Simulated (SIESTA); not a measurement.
## NaF (Villiaumite) under changes of volume

One of the cells (12.737 Å³/atom); the others are scaled copies at fixed shape and fractional positions:

```xyz
2
Lattice="0.0000 2.3354 2.3354 2.3354 0.0000 2.3354 2.3354 2.3354 0.0000" Properties=species:S:1:pos:R:3 pbc="T T T"
Na    0.0000    0.0000    0.0000
F     2.3354    2.3354    2.3354
```

* Program: SIESTA 5.4.2
* Functional: PBE
* Potentials or basis: PseudoDojo 0.4 standard (PBE files)
* Basis: DZP (energy shift 0.002 Ry; radii capped at 9.5 bohr)
* Grid cutoff: 800 Ry
* Energy shift: 0.002 Ry
* k mesh: 10 × 10 × 10
* Occupations: fermi-dirac, width 0.05 eV
* Spin: no spin polarisation

```csv
volume (Å³/atom),energy over the lowest point (meV/atom),pressure (GPa),gap on the mesh (eV)
11.738,?,?,?
11.988,10.88,4.1,6.45
12.237,5.47,2.8,6.33
12.737,0.28,0.6,6.11
12.987,0.00,-0.2,6.01
13.236,0.90,-0.9,5.91
```

**Question.** What does the run at 11.738 Å³/atom give?

**Answer.** Energy over the lowest point 18.37 meV/atom; pressure 5.5 GPa; gap on the mesh 6.57 eV.

Worked out: A Birch-Murnaghan fit of order 3 (a polynomial in V^(-2/3)) to the other rows has its minimum at 12.92 Å³/atom with B0 = V·E''(V) = 42 GPa (rough, since the energies scatter). It gives 18.66 meV/atom at 11.738 Å³/atom, against the run's 18.37, and -dE/dV = 5.8 GPa, against 5.5. A straight line through the other rows of the gap, of slope -5.44 eV per unit of ln V (its deformation potential), extrapolates to 6.56 eV, against the run's 6.57.

Energies are extrapolated to zero smearing.

Caveats: semicore shells carry a single zeta, which can move pressures by several GPa and volumes by a few percent; the basis of atomic orbitals isn't converged, which shifts pressures, moduli and gaps.

A mesh can miss the band edges.
